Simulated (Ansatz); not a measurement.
**V in Ansatz: the effect of functional**

Crystal: V.

```xyz
2
Lattice="2.6215 0.0000 0.0000 -1.3108 2.2703 0.0000 0.0000 0.0000 4.7546" Properties=species:S:1:pos:R:3 pbc="T T T"
V     0.0000    1.5135    1.1887
V     1.3108    0.7568    3.5660
```

This isn't the form of V at room conditions, which is bcc.

The cell isn't the ideal one: volume scaled by 1.02.

Alike in all runs:

* Program: Ansatz 0.2.0
* Task: single point
* Potentials or basis: Ansatz PAW
* k mesh: 12 × 12 × 6
* Occupations: fermi-dirac, width 0.05 eV
* Spin: collinear spin, ferromagnetic start
* Starting moments: [2.0, 2.0] μB

Question: One run gave: pressure -15.7 GPa. Which functional did it use?
A. PBEsol
B. LDA
C. r2SCAN

Answer: B.

| functional | cutoff | pressure (GPa) |
| --- | --- | --- |
| LDA | 420 eV (not typed: the program's choice for these potentials) | -15.7 |
| PBEsol | 420 eV (not typed: the program's choice for these potentials) | -10.2 |
| r2SCAN | 500 eV (not typed: the program's choice for these potentials) | -6.4 |

Caveats: the PAW data sets come from PBE, with cores solved anew for the run's functional, which leaves a small shift of forces and pressure; the starting moments weren't kept; the magnetic or orbital state may not be the lowest (some runs).

Runs at the PBE level aren't shown here.
